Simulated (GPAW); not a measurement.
# Al (Fm-3m) in GPAW: notebook

Aim: see how the results for Al move with the level of theory and the settings. Levels: PBE, AM05, TPSS, SOGGA, TASK. Tasks: band structure, equation of state.

All numbers are computed with GPAW 26.7.0; they aren't measurements. Logs are shortened: lines on timing, memory, paths and dates and some standing lists are left out, and cuts for length are marked. The log counts tension as positive stress, the text compression.

**What was measured.**

“The interpretation of polycrystalline coherent inelastic neutron scattering from aluminium”, 2013, pmc:3831299 quotes, for a bulk crystal of Al: bulk modulus 76.9 GPa.

The results are compared with them further down.

## 1. The crystal as given

The structure is cubic, space group Fm-3m (No. 225). Conventional cell: a = 4.050 Å, b = 4.050 Å, c = 4.050 Å, α = 90.00°, β = 90.00°, γ = 90.00°. Al (site symmetry m-3m) is surrounded by 12 Al at 2.86 Å.

## 2. Band structure, PBE

File run.py:

```python
from ase.dft.bandgap import bandgap
from ase.io import read, write
from gpaw import GPAW

atoms = read('POSCAR')

calc = GPAW(mode='lcao',
            h=0.2,
            basis='dz(dzp)',
            xc='PBE',
            kpts={'size': (11, 11, 11), 'gamma': True},
            occupations={'name': 'fermi-dirac', 'width': 0.05},
            convergence={'density': 1e-05, 'energy': 1e-05},
            maxiter=150,
            txt='gpaw.txt')
atoms.calc = calc
energy = atoms.get_potential_energy()
forces = atoms.get_forces()
calc.write('gs.gpw')
write('result.traj', atoms)
print(f'Energy: {energy:.6f} eV')
print('Forces (eV/A):')
print(forces.round(4))
print('Fermi level:', round(calc.get_fermi_level(), 4), 'eV')
print(f'Gap: {bandgap(calc)[0]:.4f} eV, direct: {bandgap(calc, direct=True)[0]:.4f} eV')

path = atoms.cell.bandpath('GXWKGLUWLK,UX', npoints=60, eps=1e-4)
bs_calc = calc.fixed_density(kpts=path, symmetry='off', txt='bands.txt')
bs = bs_calc.band_structure()
bs.write('bs.json')
print(f'Gap on the path: {bandgap(bs_calc)[0]:.4f} eV')
```

File POSCAR:

```
Al
1.0
    0.0000000000      2.0248050000      2.0248050000
    2.0248050000      0.0000000000      2.0248050000
    2.0248050000      2.0248050000      0.0000000000
Al
1
Direct
    0.0000000000      0.0000000000      0.0000000000
```

Potentials or basis: GPAW PAW data sets (gpaw-data 1.2.1), lcao:dz(dzp).

Run with:

```console
OMP_NUM_THREADS=1 python run.py
```

gpaw.txt:

```text
__  _  _
 | _ |_)|_||  |
 |__||  | ||/\| - 26.7.0

Input parameters:
  mode=LCAO(),
  basis={'default': 'dz(dzp)'},
  convergence={'density': 1e-05, 'energy': 1e-05},
  h=0.2,
  kpts=MonkhorstPack(size=(11, 11, 11), gamma=True),
  maxiter=150,
  occupations=Occupations(name='fermi-dirac', width=0.05),
  xc=XC(name='PBE')

       Al

Atoms  # Å, Bohr magnetons
|   | symbol |        x |        y |        z |    initial magnetic moments |
|---|--------|----------|----------|----------|-----------------------------|
| 0 |     Al | 0.000000 | 0.000000 | 0.000000 | ( 0.0000,  0.0000,  0.0000) |

Unit cell  # Å
| periodic |        x |        y |        z |  lengths |    angles |
|----------|----------|----------|----------|----------|-----------|
|      yes | 0.000000 | 2.024805 | 2.024805 | 2.863507 | 60.000000 |
|      yes | 2.024805 | 0.000000 | 2.024805 | 2.863507 | 60.000000 |
|      yes | 2.024805 | 2.024805 | 0.000000 | 2.863507 | 60.000000 |

Number of symmetries: 48
Symmetry operations  # r_c * U_cc + t_c -> r_c
|    | kind |            matrix            |
|----|------|------------------------------|
|  0 |  σ   |  1, 0, 0,  1, 0,-1,  1,-1, 0 |
|  1 |  C2  |  1, 0, 0,  1,-1, 0,  1, 0,-1 |
|  2 |  E   |  1, 0, 0,  0, 1, 0,  0, 0, 1 |
|  3 |  σ   |  1, 0, 0,  0, 0, 1,  0, 1, 0 |
|  4 |  C4  |  1, 0,-1,  1, 0, 0,  1,-1, 0 |
|  5 |  S6  |  1, 0,-1,  1,-1, 0,  1, 0, 0 |
|  6 |  σ   |  1, 0,-1,  0, 1,-1,  0, 0,-1 |
|  7 |  C3  |  1, 0,-1,  0, 0,-1,  0, 1,-1 |
|  8 |  S6  |  1,-1, 0,  1, 0, 0,  1, 0,-1 |
|  9 |  C4  |  1,-1, 0,  1, 0,-1,  1, 0, 0 |
| 10 |  C3  |  1,-1, 0,  0,-1, 1,  0,-1, 0 |
| 11 |  σ   |  1,-1, 0,  0,-1, 0,  0,-1, 1 |
| 12 |  σ   |  0, 1, 0,  1, 0, 0,  0, 0, 1 |
| 13 |  C4  |  0, 1, 0,  0, 1,-1, -1, 1, 0 |
| 14 |  C3  |  0, 1, 0,  0, 0, 1,  1, 0, 0 |
| 15 |  S6  |  0, 1, 0, -1, 1, 0,  0, 1,-1 |
| 16 |  C2  |  0, 1,-1,  1, 0,-1,  0, 0,-1 |
[... 17 lines left out ...]
| 34 |  S4  |  0,-1, 0,  0,-1, 1,  1,-1, 0 |
| 35 |  C2  |  0,-1, 0, -1, 0, 0,  0, 0,-1 |
| 36 |  C2  | -1, 1, 0,  0, 1, 0,  0, 1,-1 |
| 37 |  S6  | -1, 1, 0,  0, 1,-1,  0, 1, 0 |
| 38 |  S4  | -1, 1, 0, -1, 0, 1, -1, 0, 0 |
| 39 |  C3  | -1, 1, 0, -1, 0, 0, -1, 0, 1 |
| 40 |  S6  | -1, 0, 1,  0, 0, 1,  0,-1, 1 |
| 41 |  C2  | -1, 0, 1,  0,-1, 1,  0, 0, 1 |
| 42 |  C3  | -1, 0, 1, -1, 1, 0, -1, 0, 0 |
| 43 |  S4  | -1, 0, 1, -1, 0, 0, -1, 1, 0 |
| 44 |  C2  | -1, 0, 0,  0, 0,-1,  0,-1, 0 |
| 45 |  i   | -1, 0, 0,  0,-1, 0,  0, 0,-1 |
| 46 |  σ   | -1, 0, 0, -1, 1, 0, -1, 0, 1 |
| 47 |  C2  | -1, 0, 0, -1, 0, 1, -1, 1, 0 |

BZ-sampling:
  Number of BZ points: 1331
  Number of IBZ points: 56

  Monkhorst-Pack size: [11, 11, 11]
  Monkhorst-Pack shift: [0, 0, 0]

K-points  # in reciprocal-cell coordinates
|     |                                coordinates |     weight |
|-----|--------------------------------------------|------------|
|   0 | (  0.00000000,   0.00000000,   0.00000000) | 0.00075131 |
|   1 | (  0.09090909,   0.09090909,   0.00000000) | 0.00450789 |
|   2 | (  0.09090909,   0.09090909,   0.09090909) | 0.00601052 |
|   3 | (  0.18181818,   0.09090909,   0.09090909) | 0.00901578 |
|   4 | (  0.18181818,   0.18181818,   0.00000000) | 0.00450789 |
|   5 | (  0.18181818,   0.18181818,   0.09090909) | 0.01803156 |
|   6 | (  0.18181818,   0.18181818,   0.18181818) | 0.00601052 |
|   7 | (  0.27272727,   0.18181818,   0.09090909) | 0.01803156 |
|   8 | (  0.27272727,   0.18181818,   0.18181818) | 0.01803156 |
|   9 | (  0.27272727,   0.27272727,   0.00000000) | 0.00450789 |
| ... |                                            |            |
|  55 | (  0.45454545,   0.45454545,   0.45454545) | 0.00601052 |

basis functions: 8
Spin-components: 1 (collinear spins)
Bands:           4
Projectors:      5
Spin-degeneracy: 2
Datatype:        <class 'complex'>

Parallelization:
  kpt:    1
  domain: 1
  band:   1

Density:
  Valence electrons: 3.0
  Components: 1
  Grid points: [12 12 12]
  Charge: 0.0  # |e|

Potential:
  Grid points: [12 12 12]

species:
  Al:
    name:    Aluminium
    Z:       13.0
    valence: 3
    core:    10
    charge:  0.0  # [|e|]
    compensation charges:
      type: gauss
      rc: 0.34  # [Å]
      lmax: 2
    cutoffs:
      filter: 1.91  # [Å]
      core: 2.36  # [Å]
    projectors
    | kind |    occ | energy [eV] | rcut [Å] |
    |------|--------|-------------|----------|
    |   3s |  2.000 |      -7.753 |    1.085 |
[... 43 lines left out ...]
interpolation: tri-quintic # 5. degree polynomial

       Al

Atoms  # Å, Bohr magnetons
|   | symbol |        x |        y |        z |    initial magnetic moments |
|---|--------|----------|----------|----------|-----------------------------|
| 0 |     Al | 0.000000 | 0.000000 | 0.000000 | ( 0.0000,  0.0000,  0.0000) |

Unit cell  # Å
| periodic |        x |        y |        z |  lengths |    angles |
|----------|----------|----------|----------|----------|-----------|
|      yes | 0.000000 | 2.024805 | 2.024805 | 2.863507 | 60.000000 |
|      yes | 2.024805 | 0.000000 | 2.024805 | 2.863507 | 60.000000 |
|      yes | 2.024805 | 2.024805 | 0.000000 | 2.863507 | 60.000000 |

Number of symmetries: 48
Symmetry operations  # r_c * U_cc + t_c -> r_c
|    | kind |            matrix            |
|----|------|------------------------------|
|  0 |  σ   |  1, 0, 0,  1, 0,-1,  1,-1, 0 |
|  1 |  C2  |  1, 0, 0,  1,-1, 0,  1, 0,-1 |
|  2 |  E   |  1, 0, 0,  0, 1, 0,  0, 0, 1 |
|  3 |  σ   |  1, 0, 0,  0, 0, 1,  0, 1, 0 |
|  4 |  C4  |  1, 0,-1,  1, 0, 0,  1,-1, 0 |
|  5 |  S6  |  1, 0,-1,  1,-1, 0,  1, 0, 0 |
|  6 |  σ   |  1, 0,-1,  0, 1,-1,  0, 0,-1 |
|  7 |  C3  |  1, 0,-1,  0, 0,-1,  0, 1,-1 |
|  8 |  S6  |  1,-1, 0,  1, 0, 0,  1, 0,-1 |
|  9 |  C4  |  1,-1, 0,  1, 0,-1,  1, 0, 0 |
| 10 |  C3  |  1,-1, 0,  0,-1, 1,  0,-1, 0 |
| 11 |  σ   |  1,-1, 0,  0,-1, 0,  0,-1, 1 |
| 12 |  σ   |  0, 1, 0,  1, 0, 0,  0, 0, 1 |
| 13 |  C4  |  0, 1, 0,  0, 1,-1, -1, 1, 0 |
| 14 |  C3  |  0, 1, 0,  0, 0, 1,  1, 0, 0 |
| 15 |  S6  |  0, 1, 0, -1, 1, 0,  0, 1,-1 |
| 16 |  C2  |  0, 1,-1,  1, 0,-1,  0, 0,-1 |
[... 17 lines left out ...]
| 34 |  S4  |  0,-1, 0,  0,-1, 1,  1,-1, 0 |
| 35 |  C2  |  0,-1, 0, -1, 0, 0,  0, 0,-1 |
| 36 |  C2  | -1, 1, 0,  0, 1, 0,  0, 1,-1 |
| 37 |  S6  | -1, 1, 0,  0, 1,-1,  0, 1, 0 |
| 38 |  S4  | -1, 1, 0, -1, 0, 1, -1, 0, 0 |
| 39 |  C3  | -1, 1, 0, -1, 0, 0, -1, 0, 1 |
| 40 |  S6  | -1, 0, 1,  0, 0, 1,  0,-1, 1 |
| 41 |  C2  | -1, 0, 1,  0,-1, 1,  0, 0, 1 |
| 42 |  C3  | -1, 0, 1, -1, 1, 0, -1, 0, 0 |
| 43 |  S4  | -1, 0, 1, -1, 0, 0, -1, 1, 0 |
| 44 |  C2  | -1, 0, 0,  0, 0,-1,  0,-1, 0 |
| 45 |  i   | -1, 0, 0,  0,-1, 0,  0, 0,-1 |
| 46 |  σ   | -1, 0, 0, -1, 1, 0, -1, 0, 1 |
| 47 |  C2  | -1, 0, 0, -1, 0, 1, -1, 1, 0 |

BZ-sampling:
  Number of BZ points: 1331
  Number of IBZ points: 56

  Monkhorst-Pack size: [11, 11, 11]
  Monkhorst-Pack shift: [0, 0, 0]

K-points  # in reciprocal-cell coordinates
|     |                                coordinates |     weight |
|-----|--------------------------------------------|------------|
|   0 | (  0.00000000,   0.00000000,   0.00000000) | 0.00075131 |
|   1 | (  0.09090909,   0.09090909,   0.00000000) | 0.00450789 |
|   2 | (  0.09090909,   0.09090909,   0.09090909) | 0.00601052 |
|   3 | (  0.18181818,   0.09090909,   0.09090909) | 0.00901578 |
|   4 | (  0.18181818,   0.18181818,   0.00000000) | 0.00450789 |
|   5 | (  0.18181818,   0.18181818,   0.09090909) | 0.01803156 |
|   6 | (  0.18181818,   0.18181818,   0.18181818) | 0.00601052 |
|   7 | (  0.27272727,   0.18181818,   0.09090909) | 0.01803156 |
|   8 | (  0.27272727,   0.18181818,   0.18181818) | 0.01803156 |
|   9 | (  0.27272727,   0.27272727,   0.00000000) | 0.00450789 |
| ... |                                            |            |
|  55 | (  0.45454545,   0.45454545,   0.45454545) | 0.00601052 |

basis functions: 8
Spin-components: 1 (collinear spins)
Bands:           4
Projectors:      5
Spin-degeneracy: 2
Datatype:        <class 'complex'>

Parallelization:
  kpt:    1
  domain: 1
  band:   1

Density:
  Valence electrons: 3.0
  Components: 1
  Grid points: [12 12 12]
  Charge: 0.0  # |e|

Potential:
  Grid points: [12 12 12]

species:
  Al:
    name:    Aluminium
    Z:       13.0
    valence: 3
    core:    10
    charge:  0.0  # [|e|]
    compensation charges:
      type: gauss
      rc: 0.34  # [Å]
      lmax: 2
    cutoffs:
      filter: 1.91  # [Å]
      core: 2.36  # [Å]
    projectors
    | kind |    occ | energy [eV] | rcut [Å] |
    |------|--------|-------------|----------|
    |   3s |  2.000 |      -7.753 |    1.085 |
    |   3p |  1.000 |      -2.712 |    1.085 |
    |    s |        |      19.459 |    1.085 |
    |    p |        |      24.499 |    1.085 |
    |    d |        |       0.000 |    1.085 |

    LCAO basis set for Al:
      Name: dz(dzp)
      File: <dir>
      Number of radial functions: 4
      Number of spherical harmonics: 8
        l=0, rc=7.8750 Bohr: 3s-sz confined orbital
        l=1, rc=10.4219 Bohr: 3p-sz confined orbital
        l=0, rc=4.6094 Bohr: 3s-dz split-valence wave
        l=1, rc=6.2812 Bohr: 3p-dz split-valence wave
      Number of RI-basis functions 0

Reference energy: -6603.423265  # eV

eigensolver:
  <gpaw.new.lcao.eigensolver.LCAOEigensolver object>
density mixing:
  MSR1-Mixer
  Pratt-step length: 0.05
  Maximum mixing coefficient: 0.75
  Old densities: 10
  SVD Regularization: 0.005
  Good broyden scale: 1.0
  Trust region scale: 1.0
  Backstep threshold: 4.0
  History deletion threshold: 6.0
  Fourier metric: weight=20.0, sigma=0.015

occupation numbers:
  Fermi-Dirac:
    width: 0.0500  # eV

FastPoissonSolver using
    Stencil: 12*3+1=37 point O(h^6) finite-difference Laplacian
    FFT axes: [np.int64(0), np.int64(1), np.int64(2)]
    FST axes: []

xc functional:
  name: PBE with 2 nearest neighbor stencil
interpolation: tri-quintic # 5. degree polynomial

convergence criteria:
- Maximum integral of absolute [dens]ity change: 1e-05 electrons / valence electron
- Maximum [total energy] change in last 3 cyles: 1e-05 eV / valence electron
- Maximum integral of absolute [eigenst]ate change: 4e-08 eV^2 / valence electron
maximum number of iterations: 150

SCF iterations
|iter     | |      energy | eigst |  dens |
|---------|-|-------------|-------|-------|
|iter:   1| |   -3.474172 |      c|       |
|iter:   2| |   -3.473866 |      c| -1.00 |
|iter:   3| |   -3.471074 |      c| -1.02 |
|iter:   4| |   -3.470882 |      c| -1.55 |
|iter:   5| |   -3.470883 |      c| -3.18 |
|iter:   6| |   -3.470883c|      c| -3.62 |
|iter:   7| |   -3.470883c|      c| -5.41c|

Converged in 7 steps
Energy contributions relative to reference atoms: (reference = -6603.423265)

Energy contributions:
  Kinetic:           6.579974
  Coulomb:          -4.261723
  Zero:             -0.006014
  External:          0.000000
  Xc:               -5.781501
  Entropy:          -0.003238
  Spinorbit:         0.000000
  ----------------------------
  Free energy:      -3.472502
  Extrapolated:     -3.470883

dipole moment: (-6.969120, -6.969120, -6.969120)  # |e|*Ang

Fermi level: 7.357
Eigenvalues  # (at kpt = [0.000, 0.000, 0.000])
| band index |      eig [eV] | occ [0-2] |
|------------|---------------|-----------|
|          0 |        -3.967 |     2.000 |
|          1 |        21.519 |     0.000 |
|          2 |        21.519 |     0.000 |
|          3 |        21.519 |     0.000 |

No gap
No difference between direct/indirect transitions

Forces  # eV/Ang
|        x |        y |        z |
|----------|----------|----------|
| -0.00000 | -0.00000 | -0.00000 |  # Al   0

# Writing to gs.gpw (mode='')
```

Run time: 36 s. Hardware: 1 thread of AMD EPYC 9R14 (Zen 4), shared host; peak memory 0.13 GiB.

These settings aren't checked as converged: the numbers below hold their error.

What came out:

| Property | Result |
| --- | --- |
| Free energy | -3.4725 eV |
| Band gap along the path | none (metal or under the smearing width) |

Caveat: the real-space grid adds noise to forces; the basis of atomic orbitals isn't converged, which shifts pressures, moduli and gaps.

## 3. Equation of state, AM05

File run.py:

```python
from ase.eos import EquationOfState
from ase.io import Trajectory, read
from ase.units import GPa
from gpaw import GPAW, PW, setup_paths

setup_paths.insert(0, '.')

atoms = read('POSCAR')

traj = Trajectory('eos.traj', 'w')
volumes, energies = [], []
for x in [0.94, 0.96, 0.98, 1.0, 1.02, 1.04, 1.06]:
    a = atoms.copy()
    a.set_cell(atoms.cell * x**(1 / 3), scale_atoms=True)
    calc = GPAW(mode=PW(600),
                xc='AM05',
                kpts={'size': (11, 11, 11), 'gamma': True},
                occupations={'name': 'fermi-dirac', 'width': 0.05},
                nbands=7,
                convergence={'density': 1e-05, 'energy': 1e-05},
                maxiter=150,
                txt=f'eos-{x:.2f}.txt')
    a.calc = calc
    energies.append(a.get_potential_energy(force_consistent=True))
    volumes.append(a.get_volume())
    p = -a.get_stress()[:3].mean() / GPa
    calc.write(f'eos-{x:.2f}.gpw')
    traj.write(a)
    print(f'{x:.2f} {volumes[-1]:10.4f} A^3 {energies[-1]:14.6f} eV {p:9.3f} GPa', flush=True)

v0, e0, B = EquationOfState(volumes, energies, eos='birchmurnaghan').fit()
print(f'V0 = {v0:.4f} A^3, E0 = {e0:.6f} eV, B0 = {B / GPa:.2f} GPa')
```

POSCAR is that of step 2.

Potentials or basis: PAW data sets generated in the run's folder for this functional, pw.

Run with:

```console
gpaw-setup -f AM05 Al
OMP_NUM_THREADS=1 python run.py
```

The log of the run:

```text
__  _  _
 | _ |_)|_||  |
 |__||  | ||/\| - 26.7.0

Input parameters:
  mode=PW(ecut=600.0),
  convergence={'density': 1e-05, 'energy': 1e-05},
  kpts=MonkhorstPack(size=(11, 11, 11), gamma=True),
  maxiter=150,
  nbands=7,
  occupations=Occupations(name='fermi-dirac', width=0.05),
  xc=XC(name='AM05')

Diagonalizing LCAO Hamiltonian
Converting LCAO to pw mode

       Al

Atoms  # Å, Bohr magnetons
|   | symbol |        x |        y |        z |    initial magnetic moments |
|---|--------|----------|----------|----------|-----------------------------|
| 0 |     Al | 0.000000 | 0.000000 | 0.000000 | ( 0.0000,  0.0000,  0.0000) |

Unit cell  # Å
| periodic |        x |        y |        z |  lengths |    angles |
|----------|----------|----------|----------|----------|-----------|
|      yes | 0.000000 | 1.983471 | 1.983471 | 2.805051 | 60.000000 |
|      yes | 1.983471 | 0.000000 | 1.983471 | 2.805051 | 60.000000 |
|      yes | 1.983471 | 1.983471 | 0.000000 | 2.805051 | 60.000000 |

Number of symmetries: 48
Symmetry operations  # r_c * U_cc + t_c -> r_c
|    | kind |            matrix            |
|----|------|------------------------------|
|  0 |  σ   |  1, 0, 0,  1, 0,-1,  1,-1, 0 |
|  1 |  C2  |  1, 0, 0,  1,-1, 0,  1, 0,-1 |
|  2 |  E   |  1, 0, 0,  0, 1, 0,  0, 0, 1 |
|  3 |  σ   |  1, 0, 0,  0, 0, 1,  0, 1, 0 |
|  4 |  C4  |  1, 0,-1,  1, 0, 0,  1,-1, 0 |
|  5 |  S6  |  1, 0,-1,  1,-1, 0,  1, 0, 0 |
|  6 |  σ   |  1, 0,-1,  0, 1,-1,  0, 0,-1 |
|  7 |  C3  |  1, 0,-1,  0, 0,-1,  0, 1,-1 |
|  8 |  S6  |  1,-1, 0,  1, 0, 0,  1, 0,-1 |
|  9 |  C4  |  1,-1, 0,  1, 0,-1,  1, 0, 0 |
| 10 |  C3  |  1,-1, 0,  0,-1, 1,  0,-1, 0 |
| 11 |  σ   |  1,-1, 0,  0,-1, 0,  0,-1, 1 |
| 12 |  σ   |  0, 1, 0,  1, 0, 0,  0, 0, 1 |
| 13 |  C4  |  0, 1, 0,  0, 1,-1, -1, 1, 0 |
| 14 |  C3  |  0, 1, 0,  0, 0, 1,  1, 0, 0 |
[... 128 lines left out ...]
poisson solver:
  ecut: 4800.0  # eV

xc functional:
  name: AM05 with 2 nearest neighbor stencil

convergence criteria:
- Maximum integral of absolute [dens]ity change: 1e-05 electrons / valence electron
- Maximum [total energy] change in last 3 cyles: 1e-05 eV / valence electron
- Maximum integral of absolute [eigenst]ate change: 4e-08 eV^2 / valence electron
maximum number of iterations: 150

SCF iterations
|iter     | |      energy | eigst |  dens |
|---------|-|-------------|-------|-------|
|iter:   1| |   -3.986568 | -0.22 |       |
|iter:   2| |   -3.986098 | -3.52 | -0.97 |
|iter:   3| |   -3.981907 | -2.91 | -0.99 |
|iter:   4| |   -3.982519 | -3.54 | -1.57 |
|iter:   5| |   -3.982557 | -5.84 | -2.83 |
|iter:   6| |   -3.982566 | -6.55 | -3.24 |
|iter:   7| |   -3.982565c| -8.19c| -4.51 |
|iter:   8| |   -3.982565c| -8.61c| -5.05c|

Converged in 8 steps
Energy contributions relative to reference atoms: (reference = -6581.333770)

Energy contributions:
  Kinetic:           5.692343
  Coulomb:          -3.273739
  Zero:             -0.010330
  External:          0.000000
  Xc:               -6.388973
  Entropy:          -0.003734
  Spinorbit:         0.000000
  ----------------------------
  Free energy:      -3.984432
  Extrapolated:     -3.982565

dipole moment: (-6.802237, -6.802237, -6.802237)  # |e|*Ang

Fermi level: 7.654
Eigenvalues  # (at kpt = [0.000, 0.000, 0.000])
| band index |      eig [eV] | occ [0-2] |
|------------|---------------|-----------|
|          0 |        -3.859 |     2.000 |
|          1 |        20.605 |     0.000 |
|          2 |        20.605 |     0.000 |
|          3 |        20.605 |     0.000 |
|          4 |        22.526 |     0.000 |
|          5 |        22.526 |     0.000 |
|          6 |        22.526 |     0.000 |

No gap
No difference between direct/indirect transitions

Stress tensor  # eV/Ang^3
|         x |         y |         z |
|-----------|-----------|-----------|
| -0.019260 |  0.000000 |  0.000000 |
|  0.000000 | -0.019260 | -0.000000 |
|  0.000000 | -0.000000 | -0.019260 |

# Writing to eos-0.94.gpw (mode='')
```

eos-0.98.txt:

```text
SCF iterations
|iter     | |      energy | eigst |  dens |
|---------|-|-------------|-------|-------|
|iter:   1| |   -3.995190 | -0.23 |       |
|iter:   2| |   -3.994404 | -3.53 | -0.96 |
|iter:   3| |   -3.986878 | -3.02 | -0.99 |
|iter:   4| |   -3.987043 | -3.60 | -1.56 |
|iter:   5| |   -3.987074 | -5.81 | -2.85 |
|iter:   6| |   -3.987081 | -6.51 | -3.25 |
|iter:   7| |   -3.987081c| -8.15c| -4.49 |
|iter:   8| |   -3.987081c| -8.52c| -5.03c|

Converged in 8 steps
Energy contributions relative to reference atoms: (reference = -6581.333770)

Energy contributions:
  Kinetic:           4.086360
  Coulomb:          -2.059408
  Zero:             -0.008868
  External:          0.000000
  Xc:               -6.003231
  Entropy:          -0.003866
  Spinorbit:         0.000000
  ----------------------------
  Free energy:      -3.989014
  Extrapolated:     -3.987081

dipole moment: (-6.900842, -6.900842, -6.900842)  # |e|*Ang

Fermi level: 7.254
Eigenvalues  # (at kpt = [0.000, 0.000, 0.000])
| band index |      eig [eV] | occ [0-2] |
|------------|---------------|-----------|
|          0 |        -3.974 |     2.000 |
|          1 |        19.961 |     0.000 |
|          2 |        19.961 |     0.000 |
|          3 |        19.961 |     0.000 |
|          4 |        21.560 |     0.000 |
|          5 |        21.560 |     0.000 |
|          6 |        21.560 |     0.000 |

No gap
No difference between direct/indirect transitions

Stress tensor  # eV/Ang^3
|        x |        y |        z |
|----------|----------|----------|
| 0.004687 | 0.000000 | 0.000000 |
| 0.000000 | 0.004687 | 0.000000 |
| 0.000000 | 0.000000 | 0.004687 |

# Writing to eos-0.98.gpw (mode='')
```

Run time: 24 s. Hardware: 1 thread of AMD EPYC 9R14 (Zen 4), shared host; peak memory 0.17 GiB.

What came out:

```yaml
Equilibrium_volume: 16.13 Å³/atom
Bulk_modulus: 87 GPa
Pressure_derivative_of_the_bulk_modulus: 4.4
```

Energy against volume, from the lowest point:
```
volume (Å³/atom)  energy (meV/atom)
          15.607               4.58
          15.939               0.30
          16.271               0.00
          16.603               3.26
          16.935               9.72
          17.267              19.05
          17.599              30.93
```

(Part 1 of 2 ends here.)
